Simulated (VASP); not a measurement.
## From an Ansatz input to VASP: Ge (strained diamond)

Ansatz input

```yaml
crystal:
  lattice:
    - [0.0, 2.8368735121, 2.8368735121]
    - [2.8936109824, 0.0, 2.8368735121]
    - [2.8936109824, 2.8368735121, 0.0]
  atoms:
    - { symbol: Ge, position: [0.0, 0.0, 0.0] }
    - { symbol: Ge, position: [0.25, 0.25, 0.25] }
kpoints:
  mp_grid: { grid: [8, 8, 8] }
  band_path:
    path:
      - [0.0, 0.0, 0.0]
      - [0.5, 0.0, 0.5]
      - [0.625, 0.25, 0.625]
      - [0.375, 0.375, 0.75]
      - [0.5, 0.5, 0.5]
      - [0.5, 0.25, 0.75]
      - [0.0, -0.010417, -0.010417]
    npoints: 1
hamiltonian:
  xc: pbe
scf:
  occupations: { method: fermi_dirac, width: 0.02 }
  n_extra_bands: 4
output:
  forces: true
  stress: true
  eigenvalues: true
  write_density: true
  write_potential: true
  elf: true
  volumetric_format: npy
```

Question: Write VASP inputs for this cell and level of theory.

Answer: 

INCAR

```
IBRION = -1
LCHARG = .FALSE.
LREAL = .FALSE.
ISIF = 2
LWAVE = .FALSE.
GGA = PE
LASPH = .TRUE.
NSW = 0
EDIFF = 1E-7
NELM = 120
NBANDS = 21
PREC = Accurate
SIGMA = 0.02
ISMEAR = -1
ENCUT = 520
```

KPOINTS

```
KPOINTS created by Atomic Simulation Environment
0
Gamma
8 8 8
0 0 0
```

KPOINTS_OPT

```
special points
7
Reciprocal
0.0000000000 0.0000000000 0.0000000000 1
0.5000000000 0.0000000000 0.5000000000 1
0.6250000000 0.2500000000 0.6250000000 1
0.3750000000 0.3750000000 0.7500000000 1
0.5000000000 0.5000000000 0.5000000000 1
0.5000000000 0.2500000000 0.7500000000 1
0.0000000000 -0.0104170000 -0.0104170000 1
```

POSCAR

```
Ge
 1.0000000000000000
     0.0000000000000000    2.8368735120999999    2.8368735120999999
     2.8936109823999998    0.0000000000000000    2.8368735120999999
     2.8936109823999998    2.8368735120999999    0.0000000000000000
 Ge
   2
Cartesian
  0.0000000000000000  0.0000000000000000  0.0000000000000000
  1.4468054911999999  1.4184367560500000  1.4184367560500000
```

VASP ran with the recommended PBE PAW datasets (28 valence electrons in the cell). Other inputs would serve too.

|  | Ansatz | VASP |
| --- | --- | --- |
| gap between bands v and c | -0.01 eV (bands overlap: a metal) | -0.01 eV (bands overlap: a metal) |
| least direct gap | 0.00 eV | 0.00 eV |
| pressure | 1.6 GPa | 1.5 GPa |

Each program uses its own PAW datasets. VASP's cell holds 28 valence electrons and Ansatz's 28. Ansatz's stress includes a Pulay correction; VASP's doesn't.
